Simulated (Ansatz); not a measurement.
The calculation used DFT PBE, scalar-relativistic, plane waves, PAW in Ansatz. All cells share a 420 eV cutoff and Γ-centred k meshes spaced at most about 0.3 Å⁻¹ (about 0.25 or finer for metals, 2π included). No spin polarisation in the final relaxations.

Temperature and zero-point effects are left out. All come from trial cells, and lower structures may exist.

Question: Which of these relaxed structures of Si is the lowest in energy?
A.

Space group Pm-3m (No. 221). a = 2.532 Å, b = 2.532 Å, c = 2.532 Å, α = 90.00°, β = 90.00°, γ = 90.00°
| atom | site | symmetry | x | y | z |
| --- | --- | --- | --- | --- | --- |
| Si | 1b | m-3m | 0.5000 | 0.5000 | 0.5000 |

B.

Space group Fm-3m (No. 225). a = 5.822 Å, b = 5.822 Å, c = 5.822 Å, α = 90.00°, β = 90.00°, γ = 90.00°
```
atom  site  symmetry       x       y       z
  Si    8c      -43m  0.2500  0.7500  0.7500
  Si    4b      m-3m  0.5000  0.0000  0.0000
```

C.

Space group Fd-3m:1 (No. 227). a = 5.470 Å, b = 5.470 Å, c = 5.470 Å, α = 90.00°, β = 90.00°, γ = 90.00°
| atom | site | symmetry | x | y | z |
| --- | --- | --- | --- | --- | --- |
| Si | 8b | -43m | 0.0000 | 0.0000 | 0.5000 |

D.

Space group P4_132 (No. 213). a = 4.110 Å, b = 4.110 Å, c = 4.110 Å, α = 90.00°, β = 90.00°, γ = 90.00°
| atom | site | symmetry | x | y | z |
| --- | --- | --- | --- | --- | --- |
| Si | 4a | .32 | 0.3750 | 0.3750 | 0.3750 |

Answer: C. It has the diamond type, space group Fd-3m (No. 227); the next, A, with the simple cubic type, space group Pm-3m (No. 221), lies 0.35 eV/atom higher. Counting all near atoms (those within 1.25 times the shortest such distance or 1.15 times the sum of covalent radii, 1.27 where that leaves under three), the lowest has Si 4 and the next has Si 6.

Cells relaxed within their symmetry can be saddle points. The Fd-3m cell of Si came from shaking the P4_132 one. The part of the Crystallography Open Database at hand lists Si in space groups No. 64, 74, 164, 191, 194 and others; sharing a group (Fd-3m and Fm-3m) doesn't make a cell the listed structure. Some types were kept out of the candidates beforehand, so the set may lack a known form.
